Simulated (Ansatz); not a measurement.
## Molecular dynamics of C$_{2}$H$_{3}$O$_{2}$, charge -1

Input file:

```yaml
crystal:
  periodic: [false, false, false]
  atoms:
    - { symbol: C, position_ang: [-0.332316, 0.542392, -0.162095] }
    - { symbol: C, position_ang: [0.488927, -0.737206, 0.209294] }
    - { symbol: O, position_ang: [0.856271, -0.798876, 1.40516] }
    - { symbol: O, position_ang: [0.646743, -1.559716, -0.721628] }
    - { symbol: H, position_ang: [-0.281835, 0.75682, -1.236948] }
    - { symbol: H, position_ang: [0.011892, 1.413582, 0.409837] }
    - { symbol: H, position_ang: [-1.389673, 0.383003, 0.096379] }
total_charge: -1
basis:
  gaussian: { orbitals: "6-31G*" }
hamiltonian:
  xc: pbe0
  dispersion: d4
md:
  timestep: 0.5
  n_steps: 500
  ensemble: nvt_langevin
  temperature: 700.0
  initial_velocities: maxwell_boltzmann
  seed: 936507
  friction: 0.05
scf:
  lower_state_search: "off"
```

Run as:

```bash
$ ansatz run input.yaml --threads 1 --pin off --max-ram 2048MiB --backend cpu --events-out ev --progress --plain --runs-dir out
```

It starts from a relaxed structure.

Output, in part (step lines, the closing report, with atoms numbered from 0):

```
md step     0: t =     0.00 fs  T =   600.0 K  F+E_penalty+E_count = -6210.99538945 eV  E_kin = 0.542892 eV  (14 SCF iters)
[... lines left out ...]
Total energy: -6210.69218594 eV, -228.2387280748 hartree
Atom 0 at    -0.274826     0.841788    -0.054821 Å, force    -1.213415     0.300920    -1.059849 eV/Å
Atom 1 at     0.470518    -0.517367    -0.021269 Å, force     0.530208    -1.435392     1.463931 eV/Å
Atom 2 at     0.804042    -0.802446     1.180339 Å, force    -0.186828     0.617274    -1.113226 eV/Å
Atom 3 at     0.626683    -1.244873    -1.024096 Å, force    -0.257637     0.766314    -0.370376 eV/Å
Atom 4 at     0.333087     1.614145     0.396935 Å, force     0.432834     0.496708    -0.217925 eV/Å
Atom 5 at    -1.058757     0.719240     0.661770 Å, force    -0.715764    -0.247354     0.951420 eV/Å
Atom 6 at    -0.886790     1.225787    -0.943266 Å, force     1.410602    -0.498469     0.346025 eV/Å
Dipole moment:    -0.342919     0.620006    -0.036803 e Å
```

The steps, from the saved trajectory:

| time (fs) | T (K) | potential energy less start (eV) |
| --- | --- | --- |
| 0.0 | 600 | 0.000 |
| 8.0 | 472 | 0.410 |
| 16.0 | 662 | 0.329 |
| 24.0 | 395 | 0.623 |
| 32.0 | 682 | 0.440 |
| 40.0 | 989 | 0.521 |
| 48.0 | 668 | 0.805 |
| 56.0 | 728 | 0.684 |
| 64.0 | 645 | 0.572 |
| 72.0 | 494 | 0.497 |
| 80.0 | 488 | 0.845 |
| 88.0 | 567 | 0.462 |
| 96.0 | 618 | 0.505 |
| 104.0 | 664 | 0.505 |
| 112.0 | 401 | 0.423 |
| 120.0 | 508 | 0.401 |
| 128.0 | 513 | 0.271 |
| 136.0 | 612 | 0.520 |
| 144.0 | 728 | 0.539 |
| 152.0 | 942 | 0.306 |
| 160.0 | 396 | 0.609 |
| 168.0 | 368 | 0.582 |
| 176.0 | 651 | 0.261 |
| 184.0 | 537 | 0.321 |
| 192.0 | 387 | 0.536 |
| 200.0 | 738 | 0.305 |
| 208.0 | 575 | 0.410 |
| 216.0 | 437 | 0.397 |
| 224.0 | 366 | 0.375 |
| 232.0 | 754 | 0.169 |
| 240.0 | 354 | 0.294 |
| 248.0 | 911 | 0.291 |

All steps were run. The mean temperature of the second half is 17 % below the set value. A run of 0.25 ps of so small a system gives no equilibrium averages. Limits of this set-up: an anion without diffuse functions, the dipole of an ion depends on the origin.

The same pairs are bonded in the first frame and the last. Pairs count as bonded within 1.25 times the sum of covalent radii (0.12 Å more for H–H).

Last frame:

```xyz
7
Properties=species:S:1:pos:R:3
C -0.275 0.842 -0.055
C 0.470 -0.517 -0.021
O 0.804 -0.802 1.180
O 0.627 -1.245 -1.024
H 0.333 1.614 0.397
H -1.059 0.719 0.662
H -0.887 1.226 -0.943
```

The run took 17 min on 1 thread of Intel(R) Xeon(R) Processor @ 2.70GHz, with other jobs on the host, peak memory 0.12 GiB.
